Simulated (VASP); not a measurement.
**Rh: equation of state with PBE**

**Experimental background.**

From “Thermal equation of state of rhodium characterized by XRD in a resistively heated diamond anvil cell”, 2024, pmc:11535440, for a bulk crystal of Rh: bulk modulus 264 ± 1 GPa.

The system is Rh.

```
Rh
1.0
     0.00000    1.89785    1.89785
     1.89785    0.00000    1.89785
     1.89785    1.89785    0.00000
Rh
1
Direct
  0.00000 0.00000 0.00000
```

```
Program             : VASP 6.6.1
Task                : equation of state
Functional          : PBE
Potentials or basis : VASP PAW PBE potentials, release 64 (Rh_pv)
Cutoff              : 520 eV
k mesh              : 12 × 12 × 12
Occupations         : fermi-dirac, width 0.05 eV
Spin                : no spin polarisation
```

```
Equilibrium volume                      : 14.04 Å³/atom
Bulk modulus                            : 257 GPa
Pressure derivative of the bulk modulus : 5.2
```

Energy against volume, from the lowest point:
```tsv
volume (Å³/atom)	energy (meV/atom)
12.851	97.15
13.125	55.03
13.398	25.73
13.671	7.82
13.945	0.00
14.218	1.14
14.492	10.18
```

All runs of the series together: 87 s on 1 thread of Intel(R) Xeon(R) Platinum 8559C (Emerald Rapids) (shared host).

Measured bulk modulus of Rh: 264 GPa (quoted in “Thermal equation of state of rhodium characterized by XRD in a resistively heated diamond anvil cell”, 2024, pmc:11535440). This calculation gives 257 GPa (-2.5 %). The fit is for a static lattice scaled at fixed shape and fixed fractional positions.

PBE usually gives volumes a little too large and moduli too small.
